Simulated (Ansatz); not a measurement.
Crystal: TiSi.

```xyz
2
Lattice="1.8162 -2.1176 0.0000 1.8162 2.1176 0.0000 0.0000 0.0000 3.8039" Properties=species:S:1:pos:R:3 pbc="T T T"
Ti    1.8162    0.0000    0.0000
Si    0.0000    0.0000    1.9020
```

The cell comes from a database or a generator and needn't be the stable form of this composition.

| Quantity | Value |
| --- | --- |
| Program | Ansatz 0.2.0 |
| Task | single point |
| Functional | PBEsol |
| Potentials or basis | Ansatz PAW |
| Cutoff | 420 eV (not typed: the program's choice for these potentials) |
| k mesh | 10 × 10 × 7 |
| Occupations | fermi-dirac, width 0.05 eV |
| Spin | no spin polarisation |

On this cell: pressure -4.3 GPa; largest force under 0.003 eV/Å; band gap on the k mesh none (metal or under the smearing width).

The same run follows on a disturbed copy (atoms moved at random, drawn with an rms of 0.05 Å):

```
Ti Si
1.0
     1.81618   -2.11762    0.00000
     1.81618    2.11762    0.00000
     0.00000    0.00000    3.80393
Ti Si
1 1
Direct
  0.49956 0.50879 0.99349
  0.00715 0.00415 0.48948
```

Question: What does the disturbed cell give?

Answer: The energy (extrapolated to zero smearing) moves by +0.7 meV/atom; pressure -4.3 GPa; largest force 0.130 eV/Å; band gap on the k mesh none (metal or under the smearing width).

Forces in eV/Å, atoms in the order of the input:
```
Ti   0.032 -0.025 -0.123
Si  -0.032  0.025  0.123
```

Stress tensor (GPa, compression positive):
```
-4.73  0.00 -0.01
 0.00 -4.33  0.03
-0.01  0.03 -3.79
```

Caveats: the PAW data sets come from PBE, with cores solved anew for the run's functional, which leaves a small shift of forces and pressure.
